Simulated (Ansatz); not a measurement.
The parent structure is InN in the wurtzite structure (space group P6_3mc, No. 186).

```
CELL_PARAMETERS angstrom
      3.53693     0.00000     0.00000
     -1.76847     3.06307     0.00000
      0.00000     0.00000     5.71356
ATOMIC_POSITIONS crystal
  In 0.66667 0.33333 0.00203
  In 0.33333 0.66667 0.50203
  N  0.66667 0.33333 0.62317
  N  0.33333 0.66667 0.12317
```

Method: DFT with PBEsol, PAW potentials and a 420 eV plane-wave cutoff in Ansatz (an electronic-structure program), no spin-orbit coupling.

Base values:

```
Property   Result
--------  -------
Pressure  0.0 GPa
Band gap     zero
```

The change: every lattice vector is shortened by 1.37 %; the atoms relax in the strained cell.

Problem. Estimate the effect on the pressure.

Solution. The pressure (mean of the normal stresses, compression positive) goes from zero to 6.2 GPa.

Problem. Estimate the effect on the energy relative to the base.

Solution. The energy rises by 12 meV/atom.

Problem. What does the calculation give for the band gap after the change?

Solution. The band gap remains zero.

The mesh was chosen for an insulator and is coarse for the gapless case. Stability against distortions was not tested. All final runs are without spin polarisation. The zero or small gap of InN can change with the level of theory.
